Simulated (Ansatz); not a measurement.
CuI: modes against the lattice constant

Method: DFT LDA, scalar-relativistic, plane waves, PAW (Ansatz). Settings: 420 eV plane-wave cutoff, Γ-centred 14×14×14 mesh, Fermi-Dirac smearing of 0.15 eV. No spin polarisation. Phonons by linear response, acoustic sum rule imposed.

The cell is fixed (symmetry leaves no force on the atoms) and stands under 11.9 GPa:
```
CELL_PARAMETERS angstrom
0.00000 2.64610 2.64610
2.64610 0.00000 2.64610
2.64610 2.64610 0.00000
ATOMIC_POSITIONS crystal
Cu 0.00000 0.00000 0.00000
I 0.50000 0.50000 0.50000
```

The cell is the ideal cubic rocksalt prototype; this isn't the usual structure of the compound. In a metal, frequencies and elastic constants depend on the k mesh and the smearing, soft modes and shear constants most. Spin–orbit coupling is left out, which matters for heavy elements. A semilocal functional can close a gap that the real compound has.

**Question.** How do the optical zone-centre modes (counted from the lowest optical one, degenerate ones once; i marks imaginary ones) of this metal change over a = 5.292 and 5.636 Å?

**Answer.**
```
         a (Å)  5.292  5.636
pressure (GPa)   11.9   -3.6
 mode 1 (cm⁻¹)    128     26
```

Cost: 2 runs of about 1.3 core-minutes in all, on Intel Xeon 6975P-C (Granite Rapids) (shared hosts).